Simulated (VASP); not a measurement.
# W (Im-3m) in VASP: further runs

The runs below take W through relaxation of cell and atoms, with r2SCAN, r2SCAN+rVV10.

Program: VASP 6.6.1. These are calculated values, not measurements. Logs are shortened: lines on timing, memory, paths and dates and some standing lists are left out, and cuts for length are marked.

**1. The crystal as given**

It takes space group Im-3m (No. 229, cubic). Conventional cell: a = 3.201 Å, b = 3.201 Å, c = 3.201 Å, α = 90.00°, β = 90.00°, γ = 90.00°. Around W (site symmetry m-3m) lie 8 W at 2.77 Å.

**2. Relaxation of cell and atoms, r2SCAN**

Contents of INCAR:

```
SYSTEM = W
PREC     = Accurate       ! precision mode
ENCUT    = 600            ! plane-wave cutoff, eV
EDIFF    = 1E-7           ! SCF threshold, eV
ISMEAR   = 0              ! smearing method
SIGMA    = 0.1            ! smearing width, eV
LREAL    = .FALSE.        ! projectors in reciprocal space
LASPH    = .TRUE.         ! aspherical terms in the spheres
NELM     = 60             ! most SCF steps
ALGO     = Normal         ! electronic algorithm
ISIF     = 3              ! what is computed and relaxed
LWAVE    = .FALSE.        ! write WAVECAR
LCHARG   = .FALSE.        ! write CHGCAR
METAGGA  = R2SCAN         ! meta-GGA
LMIXTAU  = .TRUE.       
IBRION   = 2              ! ionic algorithm
NSW      = 90             ! ionic steps
EDIFFG   = -0.005         ! ionic threshold
```

Contents of KPOINTS:

```
regular mesh
0
G
  18 18 18
  0 0 0
```

Contents of POSCAR:

```
W
1.0
   -1.6007500000      1.6007500000      1.6007500000
    1.6007500000     -1.6007500000      1.6007500000
    1.6007500000      1.6007500000     -1.6007500000
W
1
Direct
    0.0000000000      0.0000000000      0.0000000000
```

Potentials or basis: VASP PAW PBE potentials, release 64 (W_sv).

Run with:

```bash
> cat potpaw_PBE.64/W_sv/POTCAR > POTCAR
> mpirun -np 1 vasp_std > vasp.out
```

OUTCAR:

```text
SYSTEM = W
   PREC = Accurate
   ENCUT = 600
   EDIFF = 1E-7
   ISMEAR = 0
   LREAL = .FALSE.
   LASPH = .TRUE.
   NELM = 60
   ISIF = 3
   METAGGA = R2SCAN
   IBRION = 2
   NSW = 90
   EDIFFG = -0.005

 ion  position               nearest neighbor table
   1  0.000  0.000  0.000-

  LATTYP: Found a body centered cubic cell.
 ALAT       =     3.2015000000

  Lattice vectors:

 A1 = (  -1.6007500000,   1.6007500000,   1.6007500000)
 A2 = (   1.6007500000,  -1.6007500000,   1.6007500000)
 A3 = (   1.6007500000,   1.6007500000,  -1.6007500000)

Analysis of symmetry for initial positions (statically):
=====================================================================
 Subroutine PRICEL returns:
 Original cell was already a primitive cell.

 Routine SETGRP: Setting up the symmetry group for a
 body centered cubic supercell.

 Subroutine GETGRP returns: Found 48 space group operations
 (whereof 48 operations were pure point group operations)
 out of a pool of 48 trial point group operations.

The static configuration has the point symmetry O_h .

Analysis of symmetry for dynamics (positions and initial velocities):
=====================================================================
 Subroutine PRICEL returns:
 Original cell was already a primitive cell.

 Routine SETGRP: Setting up the symmetry group for a
 body centered cubic supercell.

 Subroutine GETGRP returns: Found 48 space group operations
 (whereof 48 operations were pure point group operations)
 out of a pool of 48 trial point group operations.

The dynamic configuration has the point symmetry O_h .

 Subroutine INISYM returns: Found 48 space group operations
 (whereof 48 operations are pure point group operations),
 and found     1 'primitive' translations

----------------------------------------------------------------------------------------

                                     Primitive cell

  volume of cell :      16.4071

  direct lattice vectors                    reciprocal lattice vectors
    -1.600750000  1.600750000  1.600750000     0.000000000  0.312353584  0.312353584
     1.600750000 -1.600750000  1.600750000     0.312353584  0.000000000  0.312353584
     1.600750000  1.600750000 -1.600750000     0.312353584  0.312353584  0.000000000

  length of vectors
     2.772580330  2.772580330  2.772580330     0.441734675  0.441734675  0.441734675

  position of ions in fractional coordinates (direct lattice)
     0.000000000  0.000000000  0.000000000

  ion indices of the primitive-cell ions
   primitive index   ion index
                 1           1

----------------------------------------------------------------------------------------

 KPOINTS: regular mesh

Automatic generation of k-mesh.
 Grid dimensions read from file:
 generate k-points for:   18   18   18

 Generating k-lattice:

  Cartesian coordinates                     Fractional coordinates (reciprocal lattice)
     0.000000000  0.017352977  0.017352977     0.055555556  0.000000000  0.000000000
     0.017352977  0.000000000  0.017352977     0.000000000  0.055555556  0.000000000
     0.017352977  0.017352977  0.000000000     0.000000000  0.000000000  0.055555556

  Length of vectors
     0.024540815  0.024540815  0.024540815

  Shift w.r.t. Gamma in fractional coordinates (k-lattice)
     0.000000000  0.000000000  0.000000000

 Subroutine IBZKPT returns following result:
 ===========================================

 Found    195 irreducible k-points:

 Following reciprocal coordinates:
            Coordinates               Weight
  0.000000  0.000000  0.000000      1.000000
  0.055556  0.000000  0.000000     12.000000
  0.111111  0.000000  0.000000     12.000000
  0.166667  0.000000  0.000000     12.000000
  0.222222  0.000000  0.000000     12.000000
  0.277778  0.000000  0.000000     12.000000
[... 16 lines left out ...]
  0.333333  0.111111  0.000000     48.000000
  0.388889  0.111111  0.000000     48.000000
 [... further k-points ...]
   k-points           NKPTS =    195   k-points in BZ     NKDIM =    195   number of bands    NBANDS=     11
   number of dos      NEDOS =    301   number of ions     NIONS =      1
   total plane-waves  NPLWV =  13824
   dimension x,y,z NGX =    24 NGY =   24 NGZ =   24
   dimension x,y,z NGXF=    48 NGYF=   48 NGZF=   48
   ions per type =               1
   NGX,Y,Z   is equivalent  to a cutoff of  14.39, 14.39, 14.39 a.u.
   NGXF,Y,Z  is equivalent  to a cutoff of  28.78, 28.78, 28.78 a.u.
 SYSTEM =  W
   PREC   = accura    normal or accurate (medium, high low for compatibility)
   ISTART =      0    job   : 0-new  1-cont  2-samecut
   ICHARG =      2    charge: 1-file 2-atom 10-const
   ISPIN  =      1    spin polarized calculation?
   LNONCOLLINEAR =      F non collinear calculations
   LSORBIT =      F    spin-orbit coupling
   LASPH  =      T    aspherical Exc in radial PAW
   ENCUT  =  600.0 eV  44.10 Ry    6.64 a.u.   5.54  5.54  5.54*2*pi/ulx,y,z
   NELM   =     60;   NELMIN=  2; NELMDL= -5     # of ELM steps
   EDIFF  = 0.1E-06   stopping-criterion for ELM
   LREAL  =      F    real-space projection
   EDIFFG = -.5E-02   stopping-criterion for IOM
   NSW    =     90    number of steps for IOM
   IBRION =      2    ionic relax: 0-MD 1-quasi-New 2-CG
   NFREE  =      1    steps in history (QN), initial steepest desc. (CG)
   ISIF   =      3    stress and relaxation
   ISYM   =      2    0-nonsym 1-usesym 2-fastsym
   POTIM  = 0.5000    time-step for ionic-motion
   TEBEG  =    0.0;   TEEND  =   0.0 temperature during run
   PSTRESS=    0.0 pullay stress
   NELECT =      14.0000    total number of electrons
   NUPDOWN=      -1.0000    fix difference up-down
   EMIN   =  10.00;   EMAX   =-10.00  energy-range for DOS
   EFERMI =   0.00;   METHOD = LEGACY
   ISMEAR =     0;   SIGMA  =   0.10  broadening in eV -4-tet -1-fermi 0-gaus
   EFERMI_NEDOS =   21; number of points for ismear=-14 and -15
   IALGO  =     38    algorithm
   IMIX   =      4    mixing-type and parameters
     AMIX     =   0.40;   BMIX     =  1.00
     AMIX_MAG =   1.60;   BMIX_MAG =  1.00
  volume/ion in A,a.u.               =      16.41       110.72
  Fermi-wavevector in a.u.,A,eV,Ry     =   1.552771  2.934311 32.804965  2.411097
  Thomas-Fermi vector in A             =   2.657098
   LORBIT       =      0    0 simple, 1 ext, 2 COOP (PROOUT), +10 PAW based schemes
   METAGGA = R2SCAN    functional components
   LHFCALC =     F    Hartree Fock is set to
   AEXX    =    0.0000 exact exchange contribution
   IVDW    =     0    specifies the selected vdW correction
   LEPSILON=     F    determine dielectric tensor
   LRPA    =     F    only Hartree local field effects (RPA)
 conjugate gradient relaxation of ions
 non-spin polarized calculation
 Gauss-broadening in eV      SIGMA  =   0.10
  energy-cutoff  :      600.00
  volume of cell :       16.41
 maximum number of plane-waves:       564
 NGX is ok and might be reduce to    24

--------------------------------------- Ionic step        1  -------------------------------------------

 number of electron      14.0000002 magnetization

 Free energy of the ion-electron system (eV)
  ---------------------------------------------------
  ext. energy  EPLUGINS =         0.00000000
  ---------------------------------------------------
  free energy    TOTEN  =       -51.33695848 eV

  energy without entropy =      -51.33302347  energy(sigma->0) =      -51.33499098

------------------------ aborting loop because EDIFF is reached ----------------------------------------

  FORCE on cell =-STRESS in cart. coord.  units (eV):
  Direction    XX          YY          ZZ          XY          YZ          ZX
  --------------------------------------------------------------------------------------
  -------------------------------------------------------------------------------------
  Total       -0.8343185     -0.8343185     -0.8343185      0.0000000      0.0000000      0.0000000
  in kB      -81.4726623    -81.4726623    -81.4726623      0.0000000      0.0000000      0.0000000
  external PRESSURE =     -81.4726623 kB  Pullay stress =       0.0000000 kB
[... 90 lines left out ...]
  energy  without entropy=      -51.3447953818  energy(sigma->0) =      -51.34662307

--------------------------------------- Ionic step        4  -------------------------------------------

 number of electron      14.0000002 magnetization

 Free energy of the ion-electron system (eV)
  ---------------------------------------------------
  ext. energy  EPLUGINS =         0.00000000
  ---------------------------------------------------
  free energy    TOTEN  =       -51.34847351 eV

  energy without entropy =      -51.34483041  energy(sigma->0) =      -51.34665196

 E-fermi :  11.1769     XC(G=0): -14.9107

 val. band max:       11.1673602868   @ k =  -0.1667   0.1667   0.0556
 cond. band min:      11.1889972620   @ k =  -0.3889   0.3889   0.2778
 fundamental gap:      0.0216369752
 Fermi energy:        11.1768648451

 k-point     1 :       0.0000    0.0000    0.0000
  band No.  band energies     occupation
      1     -64.9339      2.00000
      2     -27.8059      2.00000
      3     -27.8059      2.00000
      4     -27.8059      2.00000
      5       1.0962      2.00000
      6       9.9159      2.00000
      7       9.9159      2.00000
      8       9.9159      2.00000
      9      13.7336      0.00000
     10      13.7336      0.00000
     11      26.4257      0.00000
[... 309 lines left out ...]
 k-point    24 :       0.3889    0.1111    0.0000
  band No.  band energies     occupation
      1     -64.7872      2.00000
      2     -29.0636      2.00000
      3     -28.2756      2.00000
      4     -27.8723      2.00000
      5       5.1207      2.00000
      6       7.6257      2.00000
      7      10.4591      2.00000
      8      13.4166      0.00000
      9      14.8067      0.00000
     10      17.7527      0.00000
     11      22.5958      0.00000

 [... further k-points ...]

------------------------ aborting loop because EDIFF is reached ----------------------------------------

  FORCE on cell =-STRESS in cart. coord.  units (eV):
  Direction    XX          YY          ZZ          XY          YZ          ZX
  --------------------------------------------------------------------------------------
  -------------------------------------------------------------------------------------
  Total       -0.0043021     -0.0043021     -0.0043021      0.0000000      0.0000000      0.0000000
  in kB       -0.4316408     -0.4316408     -0.4316408      0.0000000      0.0000000      0.0000000
  external PRESSURE =      -0.4316408 kB  Pullay stress =       0.0000000 kB
[... 16 lines left out ...]
  FREE ENERGIE OF THE ION-ELECTRON SYSTEM (eV)
  ---------------------------------------------------
  free  energy   TOTEN  =       -51.3484735109 eV

  energy  without entropy=      -51.3448304118  energy(sigma->0) =      -51.34665196

 reached required accuracy - stopping structural energy minimisation
```

Wall time 2.8 min (1 thread of Intel Xeon 6975P-C (Granite Rapids), shared host); peak memory 0.19 GiB.

What came out:

```yaml
Free_energy: -51.3485 eV
Relaxed_volume: 15.97 Å³/atom
Relaxed_cell: a = 2.748 Å, b = 2.748 Å, c = 2.748 Å, α = 109.47°, β = 109.47°, γ = 109.47°
Space_group_after_relaxing_to_0.05_Å: Im-3m (No. 229)
Energy_gained_by_relaxing: 11.5 meV/atom
Ionic_steps: 4
Pressure_after_relaxing: 0.0 GPa
Band_gap_on_the_k_mesh: none (metal or under the smearing width)
```

The path:
```
step  energy change (eV)  largest force (eV/Å)  pressure (GPa)  volume (Å³)
   1              0.0000                0.0000           -8.15        16.41
   2              0.1467                0.0000           37.81        14.50
   3             -0.0115                0.0000           -0.37        15.99
   4             -0.0115                0.0000           -0.04        15.97
```

Final structure:
```
CELL_PARAMETERS angstrom
-1.58636 1.58636 1.58636
1.58636 -1.58636 1.58636
1.58636 1.58636 -1.58636
ATOMIC_POSITIONS crystal
W 0.00000 0.00000 0.00000
```

Caveat: the PAW data sets were made with another functional, which shifts forces and pressure a little.

**3. Relaxation of cell and atoms, r2SCAN+rVV10**

INCAR: that of step 2 with these lines changed.

```diff
@@ -15,2 +15,6 @@
 LMIXTAU  = .TRUE.       
+LUSE_VDW = .TRUE.       
+IVDW_NL  = 2            
+BPARAM   = 11.95        
+CPARAM   = 0.0093       
 IBRION   = 2              ! ionic algorithm
```

KPOINTS is that of step 2.

POSCAR is that of step 2.

Potentials or basis: VASP PAW PBE potentials, release 64 (W_sv).

Run with:

```bash
> cat potpaw_PBE.64/W_sv/POTCAR > POTCAR
> mpirun -np 1 vasp_std > vasp.out
```

OUTCAR:

```text
SYSTEM = W
   PREC = Accurate
   ENCUT = 600
   EDIFF = 1E-7
   ISMEAR = 0
   LREAL = .FALSE.
   LASPH = .TRUE.
   NELM = 60
   ISIF = 3
   METAGGA = R2SCAN
   IVDW_NL = 2
   BPARAM = 11.95
   IBRION = 2
   NSW = 90
   EDIFFG = -0.005

 ion  position               nearest neighbor table
   1  0.000  0.000  0.000-

  LATTYP: Found a body centered cubic cell.
 ALAT       =     3.2015000000

  Lattice vectors:

 A1 = (  -1.6007500000,   1.6007500000,   1.6007500000)
 A2 = (   1.6007500000,  -1.6007500000,   1.6007500000)
 A3 = (   1.6007500000,   1.6007500000,  -1.6007500000)

Analysis of symmetry for initial positions (statically):
[... 401 lines left out ...]
 fundamental gap:      0.0194763274
 Fermi energy:        11.2422252654

 k-point     1 :       0.0000    0.0000    0.0000
  band No.  band energies     occupation
      1     -64.8447      2.00000
      2     -27.7089      2.00000
      3     -27.7089      2.00000
      4     -27.7089      2.00000
      5       1.1170      2.00000
      6       9.9756      2.00000
      7       9.9756      2.00000
      8       9.9756      2.00000
      9      13.8123      0.00000
     10      13.8124      0.00000
     11      26.4885      0.00000
[... 309 lines left out ...]
 k-point    24 :       0.3889    0.1111    0.0000
  band No.  band energies     occupation
      1     -64.6946      2.00000
      2     -28.9899      2.00000
      3     -28.1869      2.00000
      4     -27.7768      2.00000
      5       5.1470      2.00000
      6       7.6665      2.00000
      7      10.5223      2.00000
      8      13.4976      0.00000
      9      14.9003      0.00000
     10      17.8733      0.00000
     11      22.7335      0.00000

 [... further k-points ...]

------------------------ aborting loop because EDIFF is reached ----------------------------------------

  FORCE on cell =-STRESS in cart. coord.  units (eV):
  Direction    XX          YY          ZZ          XY          YZ          ZX
  --------------------------------------------------------------------------------------
  -------------------------------------------------------------------------------------
  Total        0.0012071      0.0012071      0.0012071      0.0000000      0.0000000      0.0000000
  in kB        0.1217306      0.1217306      0.1217306      0.0000000      0.0000000      0.0000000
  external PRESSURE =       0.1217306 kB  Pullay stress =       0.0000000 kB
[... 16 lines left out ...]
  FREE ENERGIE OF THE ION-ELECTRON SYSTEM (eV)
  ---------------------------------------------------
  free  energy   TOTEN  =       -51.1356581472 eV

  energy  without entropy=      -51.1320326484  energy(sigma->0) =      -51.13384540

 reached required accuracy - stopping structural energy minimisation
```

It took 5.4 min on 1 thread of Intel Xeon 6975P-C (Granite Rapids), shared host; peak memory 0.27 GiB.

What came out:

| Quantity | Value |
| --- | --- |
| Free energy | -51.1357 eV |
| Relaxed volume | 15.89 Å³/atom |
| Relaxed cell | a = 2.743 Å, b = 2.743 Å, c = 2.743 Å, α = 109.47°, β = 109.47°, γ = 109.47° |
| Space group after relaxing (to 0.05 Å) | Im-3m (No. 229) |
| Energy gained by relaxing | 16.2 meV/atom |
| Ionic steps | 7 |
| Pressure after relaxing | 0.0 GPa |
| Band gap on the k mesh | none (metal or under the smearing width) |

The path:
```tsv
step	energy change (eV)	largest force (eV/Å)	pressure (GPa)	volume (Å³)
1	0.0000	0.0000	-9.67	16.41
2	0.2153	0.0000	47.61	14.17
3	-0.0161	0.0000	-0.57	15.92
4	-0.0162	0.0000	-0.08	15.89
5	-0.0162	0.0000	0.13	15.88
6	-0.0161	0.0000	-0.39	15.91
7	-0.0162	0.0000	0.01	15.89
```

Final structure:
```xyz
1
Lattice="-1.5837 1.5837 1.5837 1.5837 -1.5837 1.5837 1.5837 1.5837 -1.5837" Properties=species:S:1:pos:R:3 pbc="T T T"
W     0.0000    0.0000    0.0000
```

Levels at points of the mesh, in eV from the Fermi level:
```csv
k point,band 4,band 5,band 6,band 7,band 8,band 9,band 10,band 11
"(0.00, 0.00, 0.00)",-38.95,-10.13,-1.27,-1.27,-1.27,2.57,2.57,15.25
"(0.50, 0.00, 0.00)",-38.96,-6.55,-3.73,0.51,2.41,3.46,6.34,11.64
"(0.50, 0.50, 0.50)",-39.90,-6.00,-6.00,5.34,5.34,5.34,8.52,8.52
```

Caveat: the PAW data sets were made with another functional, which shifts forces and pressure a little. Spin-orbit coupling is left out, which matters for the levels of W.
